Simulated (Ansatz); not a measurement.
**Harmonic thermodynamics of NaI**

Computed with DFT PBE+D3(BJ), scalar-relativistic, plane waves, PAW in Ansatz. Cutoff 420 eV, 8×8×8 k-points (Γ-centred), fixed occupations. No spin polarisation. Phonons by linear response, acoustic sum rule imposed.

Equilibrium structure at this level:
```yaml
crystal:
  lattice:
    - [-2.24830, 2.24830, 3.17957]
    - [2.24830, -2.24830, 3.17957]
    - [2.24830, 2.24830, -3.17957]
  atoms:
    - { symbol: Na, position: [0.00000, 0.00000, 0.00000] }
    - { symbol: I, position: [0.50000, 0.50000, 0.00000] }
```

The cell has the rock salt type, in a space group that the Crystallography Open Database lists for this formula; it was reached from a generator's guess. Spin–orbit coupling is left out, which matters for heavy elements.

Force constants from linear response on a 4×4×4 q mesh, interpolated to a fine mesh.

Phonon density of states, in bins of 5 cm⁻¹:
```json
{"bin centre (cm⁻¹)": "2.5", "share of modes (%)": "0.0"}
{"bin centre (cm⁻¹)": "7.5", "share of modes (%)": "0.0"}
{"bin centre (cm⁻¹)": "12.5", "share of modes (%)": "0.1"}
{"bin centre (cm⁻¹)": "17.5", "share of modes (%)": "0.3"}
{"bin centre (cm⁻¹)": "22.5", "share of modes (%)": "0.6"}
{"bin centre (cm⁻¹)": "27.5", "share of modes (%)": "1.0"}
{"bin centre (cm⁻¹)": "32.5", "share of modes (%)": "1.7"}
{"bin centre (cm⁻¹)": "37.5", "share of modes (%)": "3.2"}
{"bin centre (cm⁻¹)": "42.5", "share of modes (%)": "4.6"}
{"bin centre (cm⁻¹)": "47.5", "share of modes (%)": "5.6"}
{"bin centre (cm⁻¹)": "52.5", "share of modes (%)": "7.5"}
{"bin centre (cm⁻¹)": "57.5", "share of modes (%)": "9.7"}
{"bin centre (cm⁻¹)": "62.5", "share of modes (%)": "2.9"}
{"bin centre (cm⁻¹)": "67.5", "share of modes (%)": "3.7"}
{"bin centre (cm⁻¹)": "72.5", "share of modes (%)": "6.0"}
{"bin centre (cm⁻¹)": "77.5", "share of modes (%)": "2.7"}
{"bin centre (cm⁻¹)": "82.5", "share of modes (%)": "0.3"}
{"bin centre (cm⁻¹)": "87.5", "share of modes (%)": "0.0"}
{"bin centre (cm⁻¹)": "92.5", "share of modes (%)": "0.0"}
{"bin centre (cm⁻¹)": "97.5", "share of modes (%)": "0.0"}
{"bin centre (cm⁻¹)": "102.5", "share of modes (%)": "0.0"}
{"bin centre (cm⁻¹)": "107.5", "share of modes (%)": "0.0"}
{"bin centre (cm⁻¹)": "112.5", "share of modes (%)": "0.0"}
{"bin centre (cm⁻¹)": "117.5", "share of modes (%)": "0.0"}
{"bin centre (cm⁻¹)": "122.5", "share of modes (%)": "5.1"}
{"bin centre (cm⁻¹)": "127.5", "share of modes (%)": "11.1"}
{"bin centre (cm⁻¹)": "132.5", "share of modes (%)": "13.4"}
{"bin centre (cm⁻¹)": "137.5", "share of modes (%)": "4.4"}
{"bin centre (cm⁻¹)": "142.5", "share of modes (%)": "3.0"}
{"bin centre (cm⁻¹)": "147.5", "share of modes (%)": "2.1"}
{"bin centre (cm⁻¹)": "152.5", "share of modes (%)": "2.0"}
{"bin centre (cm⁻¹)": "157.5", "share of modes (%)": "1.9"}
{"bin centre (cm⁻¹)": "162.5", "share of modes (%)": "1.8"}
{"bin centre (cm⁻¹)": "167.5", "share of modes (%)": "1.8"}
{"bin centre (cm⁻¹)": "172.5", "share of modes (%)": "1.8"}
{"bin centre (cm⁻¹)": "177.5", "share of modes (%)": "1.6"}
{"bin centre (cm⁻¹)": "182.5", "share of modes (%)": "0.0"}
```

**Question.** How much zero-point energy does an atom carry?

**Answer.** 18.0 meV.

**Question.** How large are the vibrational entropy and heat capacity at 300 K?

**Answer.** S = 5.71 k_B and C_V = 2.94 k_B per atom, 98 % of the Dulong–Petit value.

**Question.** Tabulate them against temperature.

**Answer.**
```csv
T (K),F_vib (meV/atom),S (k_B/atom),C_V (k_B/atom)
100,7.8,2.65,2.51
200,-23.9,4.53,2.86
300,-68.4,5.71,2.94
400,-121.4,6.56,2.96
500,-180.8,7.22,2.98
600,-245.5,7.76,2.98
700,-314.4,8.22,2.99
800,-387.0,8.62,2.99
900,-462.9,8.98,2.99
1000,-541.6,9.29,2.99
```
